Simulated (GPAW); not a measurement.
I:

```
CELL_PARAMETERS angstrom
0.00000 2.36560 3.90984
2.19225 0.00000 3.90984
2.19225 2.36560 0.00000
ATOMIC_POSITIONS crystal
I 0.00000 0.00000 0.00000
```

```yaml
Program: GPAW 26.7.0
Task: single point
Functional: PBE
Potentials_or_basis: GPAW PAW data sets (gpaw-data 1.2.1)
Cutoff: 600 eV
Basis: pw
k_mesh: 9 × 9 × 9
Occupations: fermi-dirac, width 0.05 eV
Spin: no spin polarisation
```

On this cell: pressure 0.6 GPa; band gap on the k mesh none (metal or under the smearing width).

The same run follows on a disturbed copy (cell strained at random at fixed volume):

```
CELL_PARAMETERS angstrom
0.04516 2.34955 3.89697
2.22281 0.04624 3.89432
2.26628 2.38544 0.00361
ATOMIC_POSITIONS crystal
I 0.00089 0.00585 0.00117
```

Q: What does the disturbed cell give?

A: The energy (extrapolated to zero smearing) moves by -6.0 meV/atom; pressure 0.6 GPa; band gap on the k mesh none (metal or under the smearing width).

Stress tensor (GPa, compression positive):
```
 0.64  1.36  0.00
 1.36  0.26 -0.01
 0.00 -0.01  0.81
```

The energy falls, though the first cell shows no forces: that form is unstable against this distortion, unless noise or another electronic state is at work.

Caveats: an odd number of electrons without spin polarisation forces a metal; a magnetic or distorted state may lie lower.
